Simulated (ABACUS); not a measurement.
KI:

```
I K
1.0
     4.29120    0.00000    0.00000
     0.00000    4.29120    0.00000
     0.00000    0.00000    4.29120
I K
1 1
Direct
  0.50000 0.50000 0.50000
  0.00000 0.00000 0.00000
```

Measurements of this composition are mostly on another form, of space group No. 225.

```yaml
Program: ABACUS 3.10.1
Task: single point
Functional: PBE
Potentials_or_basis: PseudoDojo NC SR 0.4.1 PBE standard
Cutoff: 1361 eV
Density_cutoff: 5442 eV
Basis: DZP LCAO (the cutoffs set its grid)
k_mesh: 6 × 6 × 6
Occupations: fermi-dirac, width 0.05 eV
Spin: no spin polarisation
```

On this cell: pressure 0.4 GPa; largest force zero by symmetry; band gap on the k mesh 3.35 eV, indirect (least direct gap 3.70 eV).

The same run follows on a disturbed copy (atoms moved at random, drawn with an rms of 0.05 Å):

```xyz
2
Lattice="4.2912 0.0000 0.0000 0.0000 4.2912 0.0000 0.0000 0.0000 4.2912" Properties=species:S:1:pos:R:3 pbc="T T T"
I     2.1775    2.0889    2.1142
K     0.0077    0.0297    0.0412
```

Q: What does the disturbed cell give?

A: The energy moves by +2.2 meV/atom; pressure 0.5 GPa; largest force 0.076 eV/Å; band gap on the k mesh 3.35 eV, indirect (least direct gap 3.71 eV).

Forces on the atoms (eV/Å):
```
I   -0.016  0.057  0.048
K    0.016 -0.057 -0.048
```

Caveats: the atomic orbitals were generated for these runs and aren't a published set; spin-orbit coupling is left out, which moves the levels of the heavy elements; the basis of atomic orbitals isn't converged, which shifts pressures, moduli and gaps.

A k mesh can miss the band edges.
